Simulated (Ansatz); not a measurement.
Starting cell, LaAlO3 (R-3c-perovskite type, space group R-3c):

```
CELL_PARAMETERS angstrom
      2.70656     1.56263     4.39782
     -2.70656     1.56263     4.39782
      0.00000    -3.12526     4.39782
ATOMIC_POSITIONS crystal
  La 0.25000 0.25000 0.25000
  La 0.75000 0.75000 0.75000
  Al 0.00000 0.00000 0.00000
  Al 0.50000 0.50000 0.50000
  O  0.78890 0.71110 0.25000
  O  0.25000 0.78890 0.71110
  O  0.71110 0.25000 0.78890
  O  0.21110 0.28890 0.75000
  O  0.75000 0.21110 0.28890
  O  0.28890 0.75000 0.21110
```

A phonon eigenvector at Γ is frozen into this cell: atom i moves by Q times the vector below, so Q is the largest atomic displacement, in Å. The cell is held. It is one choice among 2 degenerate patterns.

```csv
atom,x,y,z
La1,0.000,-0.042,0.000
La2,0.000,-0.042,0.000
Al3,-0.078,0.114,0.000
Al4,0.078,0.114,0.000
O5,0.000,-0.519,0.855
O6,-0.500,0.346,-0.427
O7,0.500,0.346,-0.427
O8,0.000,-0.519,0.855
O9,-0.500,0.346,-0.427
O10,0.500,0.346,-0.427
```

Level of theory: PBE (plane waves to 420 eV, PAW, scalar-relativistic; Ansatz, a first-principles code). k mesh 8×8×8 (Γ-centred), Fermi-Dirac smearing 0.05 eV. The energy includes the smearing's −TS. LaAlO3 is run without spin polarisation. LaAlO3 was relaxed with its symmetry unable to fall. ΔE is measured from the undisplaced structure.

```json
[
 {"Q (Å)": "-0.180", "ΔE (meV/cell)": "349"},
 {"Q (Å)": "-0.150", "ΔE (meV/cell)": "240"},
 {"Q (Å)": "-0.120", "ΔE (meV/cell)": "152"},
 {"Q (Å)": "-0.090", "ΔE (meV/cell)": "85"},
 {"Q (Å)": "-0.060", "ΔE (meV/cell)": "withheld"},
 {"Q (Å)": "-0.030", "ΔE (meV/cell)": "9"},
 {"Q (Å)": "0.000", "ΔE (meV/cell)": "0"},
 {"Q (Å)": "0.030", "ΔE (meV/cell)": "9"},
 {"Q (Å)": "0.060", "ΔE (meV/cell)": "withheld"},
 {"Q (Å)": "0.090", "ΔE (meV/cell)": "85"},
 {"Q (Å)": "0.120", "ΔE (meV/cell)": "152"},
 {"Q (Å)": "0.150", "ΔE (meV/cell)": "240"},
 {"Q (Å)": "0.180", "ΔE (meV/cell)": "349"}
]
```

Question: Fit an even polynomial form (powers 2, 4) to the given rows and predict ΔE at Q = -0.060.

Answer: Least squares on the 11 given rows: ΔE = (10400)·Q² + (11610)·Q⁴, in meV/cell with Q in Å; root-mean-square residual 0.2 meV/cell. At -0.060 the fit gives 38 meV/cell; the calculation gives 38 meV/cell, the same to the digits shown. The quadratic term alone would give 37 meV/cell.

(For displaced atoms, the force is minus the slope of the energy, and its curvature is a force constant, which sets phonon frequencies.)
